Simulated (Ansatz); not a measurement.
Predict the output of the script below (the Python package of Ansatz (0.2.0)).

Input file `POSCAR_zrhg`:
```text
ZrHg
1.0
   3.14700000    0.00000000    0.00000000
   0.00000000    3.14700000    0.00000000
   0.00000000    0.00000000    4.17000000
Zr Hg
1 1
Direct
   0.50000000    0.50000000    0.50000000
   0.00000000    0.00000000    0.00000000
```

The script, `zrhg_edit.py`:
```python
"""Keys set on an Input object, for ZrHg."""

from dataclasses import dataclass
import warnings

import ansatz as az
from ase.io import read


@dataclass(frozen=True)
class RunConfig:
    cutoff_ev: int = 510
    width_ev: float = 0.15
    kgrid: tuple[int, ...] = (8, 8, 6)
    xc: str = "pbesol"


cfg = RunConfig()


def main() -> None:
    warnings.simplefilter("ignore", az.DeckWarning)

    atoms = read("POSCAR_zrhg", format="vasp")
    zrhg = az.Crystal.from_ase(atoms)

    job = (
        zrhg.calculation()
        .basis(cfg.cutoff_ev)
        .occupations(az.OccupationsMethod.FERMI_DIRAC, width=cfg.width_ev)
        .kpoints(*cfg.kgrid, center="gamma")
        .functional(cfg.xc)
        .band_table()
    )
    typed = job.input()
    rows = []
    for value in [2, 5, 10]:
        edited = typed.set(az.key.scf.mixing.ndim, value)
        data = az.Session.from_dict(edited).plan().execute().report
        rows.append((value, data["free_energy_ev"], data["n_iterations"], len(data["eigenvalues_ev"][0]) if "eigenvalues_ev" in data else 0))
    print("       history            F eV      iterations    bands listed")
    for row in rows:
        print(f"{str(row[0]):>14s}  {row[1]:14.5f}  {row[2]:14d}  {row[3]:14d}")


if __name__ == "__main__":
    main()
```

```console
$ python zrhg_edit.py
       history            F eV      iterations    bands listed
             2    -17797.35055               6              20
             5    -17797.35055               6              20
            10    -17797.35055               6              20
```

Reading the output:
- Absolute energies stand on the zero of these potentials, so only differences at equal settings mean something. A total without «per atom» is that of the cell as typed.
- The mesh is modest for a metal, so energies can be off by several to tens of meV an atom and pressures by half a GPa or more; differences at equal mesh fare better.
- The smearing is wide enough that free energy and stress hold a thermal part of the electrons.
- Spin-orbit coupling, which matters for elements this heavy, is left out.
- The starting cell is as deposited in a crystallographic database; the results hold for this polymorph, which needn't be the stable one.
- Finished in 6.8 s on 1 thread of Arm Neoverse V2, on a shared host, peak memory 0.47 GiB.

(Lines on the test bed's own set-up are left out of the output.)
